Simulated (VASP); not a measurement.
Input of a VASP 6.6.1 run:

Contents of INCAR:

```
PREC = Accurate ; ENCUT = 400
EDIFF = 1E-7 ; ISMEAR = 0
SIGMA = 0.01 ; LREAL = F
LASPH = T ; NELM = 60
ALGO = Normal ; ISIF = 2
LWAVE = F ; LCHARG = F
GGA = PE ; IVDW = 12
IBRION = 5 ; NFREE = 2
POTIM = 0.015 ; NSW = 1
ISYM = 0
```

Contents of KPOINTS:

```
Automatic mesh
0
Gamma
  1 1 1
```

Contents of POSCAR:

```
H4C                                     
1.0
   12.2281593986      0.0000000000      0.0000000000
    0.0000000000     12.7281593986      0.0000000000
    0.0000000000      0.0000000000     13.2281593986
  C               H             
     1     4
Selective dynamics
Direct
0.4999999746000015  0.5039282365999966  0.5000000189000033  T T T
0.5175708269184045  0.4283349468105569  0.5363496100524913  T T T
0.5626918526272578  0.5613365026359454  0.5215855742804186  T T T
0.4194438229631525  0.5320815085159358  0.5244263268415585  T T T
0.5002936827272529  0.4939601887540403  0.4176372127277979  T T T
```

Potentials or basis: VASP PAW PBE potentials, release 64 (C, H).

Command:

```sh
$ cat potpaw_PBE.64/C/POTCAR potpaw_PBE.64/H/POTCAR > POTCAR
$ mpirun -np 1 vasp_gam > vasp.out
```

**Question.** Predict the highest phonon frequency at Γ, LO-TO splitting left out.

**Answer.** 3090 cm⁻¹.

**Question.** Estimate the dispersion energy per atom.

**Answer.** -0.006 eV.

Phonon frequencies in cm⁻¹ (negative: imaginary):
| q point | frequencies |
| --- | --- |
| (0.000, 0.000, 0.000) | -55 -41 -33 1 7 9 1286 1286 1286 1511 1511 2977 3089 3089 3090 |

Caveat: some modes are imaginary.
